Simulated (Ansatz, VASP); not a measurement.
## Mg: VASP beside Ansatz

```xyz
1
Lattice="0.0000 2.1984 2.1984 2.1984 0.0000 2.1984 2.1984 2.1984 0.0000" Properties=species:S:1:pos:R:3 pbc="T T T"
Mg    0.0000    0.0000    0.0000
```

Change from the starting cell: volume scaled by 0.94, crystal datasets.

Alike in both runs: task electric field gradients; functional PBE; k mesh 16 × 16 × 16; occupations fermi-dirac, width 0.03 eV; no spin polarisation.

|  | VASP | Ansatz |
| --- | --- | --- |
| version | VASP 6.6.1 | Ansatz 0.2.0 |
| potentials or method | VASP PAW PBE potentials, release 64 (Mg), cutoff 520 eV | all-electron PAW with datasets made for the crystal, scalar-relativistic |

|  | VASP | Ansatz | Ansatz less VASP |
| --- | --- | --- | --- |
| pressure (GPa) | 3.4 | 3.5 | +0.09 |
| Vzz of the field gradient on the site that differs most (V/Å²) | 0.0 | 0.0 | 0.00 |

Ansatz ran all-electron here, so the differences hold the error of VASP's frozen core and of both bases.
